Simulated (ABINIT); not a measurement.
# A GW chain in ABINIT: MgO (Periclase), part 3 of 3

Wanted: ground state, empty states, screening and self-energy for MgO (Periclase).

ABINIT 10.8.3; PBE and many-body steps on it, plane waves. Known limits of the many-body steps: not at the basis limit.

So far. Step 4 (Empty states on the mesh, 6×6×6 mesh, 102 bands): On this mesh the gap is 4.733 eV. Step 5 (Screening, 6×6×6 mesh, 94 bands, screening to 217.7 eV): Local fields lower ε∞ by 7 %.

The database entry behind the starting cell differs from later determinations by our own check (about 0.1 % long), so it need not match the best structure at ambient conditions.

### Step 6. Self-energy, 6×6×6 mesh, 94 bands, screening to 217.7 eV

The self-energy is evaluated for the states that the input lists, and the levels follow from it, in one-shot runs by the linearised quasiparticle equation.

This step: G0W0 on PBE, plane waves, norm-conserving pseudopotentials.

run.abi reads:

```
acell 3*1.0 Angstrom
rprim 
  -0.000000000000 2.108500000000 2.108500000000
  2.108500000000 0.000000000000 2.108500000000
  2.108500000000 2.108500000000 0.000000000000
ntypat 2
znucl 12 8
natom 2
typat 1 2
xred 
  0.000000000000 0.000000000000 0.000000000000
  0.500000000000 0.500000000000 0.500000000000
pp_dirpath "pseudos"
pseudos "Mg.upf, O.upf"
ecut 38
ngkpt 6 6 6
nshiftk 1
shiftk 0 0 0
kptopt 1
chksymbreak 0
istwfk *1
occopt 1
irdwfk 1
optdriver 4
nband 94
gwcalctyp 0
ecutsigx 38
symsigma 1
nkptgw 1
kptgw 
  0.0000000000 0.0000000000 0.0000000000
bdgw 
  6 12
ecuteps 8
irdscr 1
ppmodel 1
indata_prefix "in"
outdata_prefix "out"
tmpdata_prefix "tmp"
```

Run with:

```
OMP_NUM_THREADS=1 mpirun -n 4 abinit run.abi > log
```

Numbers of over 12 decimals in the logs are rounded to 6 here.

What it wrote:

```text
.Version 10.8.3 of ABINIT. v10.8.2 released Aug 2026.

 Symmetries : space group Fm -3 m (#225); Bravais cF (face-center cubic)
[... echo of the input left out ...]
== DATASET  1 ==================================================================
-   mpi_nproc: 4, omp_nthreads: 1 (-1 if OMP is not activated)

--- !DatasetInfo
iteration_state: {dtset: 1, }
dimensions: {natom: 2, nkpt: 16, mband: 94, nsppol: 1, nspinor: 1, nspden: 1, mpw: 1430, }
cutoff_energies: {ecut:  38.0, pawecutdg:  -1.0, }
electrons: {nelect:   1.60000000E+01, charge:   0.00000000E+00, occopt:   1.00000000E+00, tsmear:   1.00000000E-02, }

 SIGMA: Calculation of the GW corrections

 Based on a program developped by R.W. Godby, V. Olevano, G. Onida, and L. Reining.
 Incorporated in ABINIT by V. Olevano, G.-M. Rignanese, and M. Torrent.
.Using double precision arithmetic ; gwpc =  8

[... cell and pseudopotentials left out ...]
--------------------------------------------------------------------------------

 ==== K-mesh for the wavefunctions ====
 Number of points in the irreducible wedge :    16
[... list of points left out ...]
 Together with 48 symmetry operations and time-reversal symmetry
 yields   216 points in the full Brillouin Zone.

 ==== Q-mesh for screening function ====
 Number of points in the irreducible wedge :    16
[... list of points left out ...]
 Together with 48 symmetry operations and time-reversal symmetry
 yields   216 points in the full Brillouin Zone.

 vcoul_init : cutoff-mode = AUXILIARY_FUNCTION
 q-points for optical limit:   1
     1)      0.000010    0.000020    0.000030
 setmesh: FFT mesh size selected  =    32x   32x   32
          total number of points  =        32768

 Number of electrons calculated from density =   16.0000; Expected =   16.0000
 average of density, n =  0.126466
 r_s =    1.2359
 omega_plasma =   34.3038 [eV]

 === KS Band Gaps ===
  >>>> For spin  1
   Minimum direct gap =   4.7331 [eV], located at k-point      :   0.0000  0.0000  0.0000
   Fundamental gap    =   4.7331 [eV], Top of valence bands at :   0.0000  0.0000  0.0000
                                       Bottom of conduction at :   0.0000  0.0000  0.0000
 SIGMA fundamental parameters:
 PLASMON POLE MODEL  1
 number of plane-waves for SigmaX                 1411
 number of plane-waves for SigmaC and W            137
 number of plane-waves for wavefunctions          1411
 number of bands                                    94
 number of independent spin polarizations            1
 number of spinorial components                      1
 number of k-points in IBZ                          16
 number of q-points in IBZ                          16
 number of symmetry operations                      48
 number of k-points in BZ                          216
 number of q-points in BZ                          216
 number of frequencies for dSigma/dE                 9
 frequency step for dSigma/dE [eV]                0.25
 number of omega for Sigma on real axis              0
 max omega for Sigma on real axis  [eV]           0.00
 zcut for avoiding poles [eV]                     0.10

 EPSILON^-1 parameters (SCR file):
 dimension of the eps^-1 matrix on file            137
 dimension of the eps^-1 matrix used               137
 number of plane-waves for wavefunctions          1411
 number of bands                                    94
 number of q-points in IBZ                          16
 number of frequencies                               2
 number of real frequencies                          1
 number of imag frequencies                          1

 matrix elements of self-energy operator (all in [eV])

 Perturbative Calculation

--- !SelfEnergy_ee
iteration_state: {dtset: 1, }
kpoint     : [   0.000,    0.000,    0.000, ]
spin       : 1
KS_gap     :    4.733
QP_gap     :    6.993
Delta_QP_KS:    2.260
data: !SigmaeeData |
     Band     E0 <VxcDFT>   SigX SigC(E0)      Z dSigC/dE  Sig(E)    E-E0       E
        6   4.693 -20.107 -25.567   3.797   0.807  -0.240 -21.448  -1.341   3.352
        7   4.693 -20.107 -25.567   3.797   0.807  -0.240 -21.448  -1.341   3.352
        8   4.693 -20.107 -25.567   3.797   0.807  -0.240 -21.448  -1.341   3.352
        9   9.426 -13.453  -8.885  -3.492   0.855  -0.170 -12.533   0.920  10.346
       10  20.632  -9.568  -3.679  -4.616   0.860  -0.163  -8.473   1.095  21.727
       11  20.632  -9.568  -3.679  -4.616   0.860  -0.163  -8.473   1.095  21.727
       12  20.632  -9.568  -3.679  -4.616   0.860  -0.163  -8.473   1.095  21.727

== END DATASET(S) ==============================================================
================================================================================

 -outvars: echo values of variables after computation  --------
           etotal      0.0000000000E+00
            nband          94
             nkpt          16
          spgroup         225
 [... the other variables as echoed above ...]

 Calculation completed.
```

Run time: 5 s. Hardware: 4 MPI ranks of Arm Neoverse V1, shared host; peak memory 0.53 GiB; 20 s of CPU time.

Numbers from this step:

| Quantity | Value |
| --- | --- |
| G0W0 gap on the points computed | 6.994 eV |
| starting gap on the mesh | 4.733 eV |
| k of the valence top | 0, 0, 0 |
| k of the conduction bottom | 0, 0, 0 |
| Z at the valence top | 0.807 |
| Z at the conduction bottom | 0.855 |
| least direct G0W0 gap on the computed points | 6.994 eV |

The gap on the mesh goes from 4.73 eV to 6.99 eV, a correction of +2.26 eV.

Limits: finite bands, cutoff and mesh. v1 is the top filled band, c1 the lowest empty one. The levels before and after the correction (eV, zero at the valence-band top of each column):

|  | conduction bottom | valence top |
| --- | --- | --- |
| Kohn-Sham | 4.73 | 0.00 |
| G0W0 | 6.99 | 0.00 |

|  | level | energy (eV) |
| --- | --- | --- |
| Kohn-Sham | Γ v3-v1 | 0.000 |
| Kohn-Sham | Γ c1 | 4.733 |
| Kohn-Sham | Γ c2-c4 | 15.939 |
| G0W0 | Γ v3-v1 | 0.000 |
| G0W0 | Γ c1 | 6.994 |
| G0W0 | Γ c2-c4 | 18.375 |

### Step 7. Where the time went

Times are wall times on 4 MPI ranks of Arm Neoverse V1, shared host, good to a factor of about two.

| step | time | share | memory (GiB) |
| --- | --- | --- | --- |
| ground state | 5.1 s | 5 % | 0.25 |
| bands along the symmetry lines | 3.9 s | 4 % | 0.24 |
| empty states on the mesh | 13 s | 13 % | 0.69 |
| screening | 71 s | 72 % | 0.77 |
| self-energy | 5 s | 5 % | 0.53 |

### Step 8. Summary of results

- PBE gap: 4.73 eV, direct
- G0W0 gap on the mesh: 6.99 eV
- GW settings: 6×6×6 mesh, 94 bands, screening to 217.7 eV, Godby-Needs plasmon pole
- known limits: not at the basis limit

**Reading.** G0W0 moves the gap on the mesh from 4.73 eV to 6.99 eV (+2.26 eV), with Z of 0.81 and 0.85 at the edges. Local fields lower the RPA ε∞ on this mesh from 3.26 to 3.04. Only 1 of the mesh's irreducible points was corrected, so a valley elsewhere could overtake. The dearest step here is «screening». Bands and cutoff are finite, so the gap is not at the basis limit. The miss can reach some tenths of an eV and take either sign; the mesh is an error of its own. In the G0W0 run levels were corrected at 1 k point alone, so a gap called «on the mesh» is the least over those, and an edge elsewhere would be missed.

[Paths, hosts, dates, memory and timing lines, banners, echoed tables and standing remarks are left out of the program output.]

[Logs are printed without paths, hosts, clocks, repeated set-up lines and the standing remarks that a program may print on its own settings, such as how far it seeks lower states.]

[Runs of the session that timed out or met a known fault of the program may be left out.]

[Hosts, paths, dates, database ids (printed as entryN), source tags and the programs' standing remarks are cut or masked in the printed files.]

[G0W0 gaps are taken among the corrected bands and points alone; a level outside them can change the order at an edge.]

[Where Ansatz stands beside ABINIT at settings called matched, ABINIT's density can come from a denser mesh and the files from another edition; pairs whose starting gaps differed by over 0.03 eV were left out, so agreement reads better than it is.]
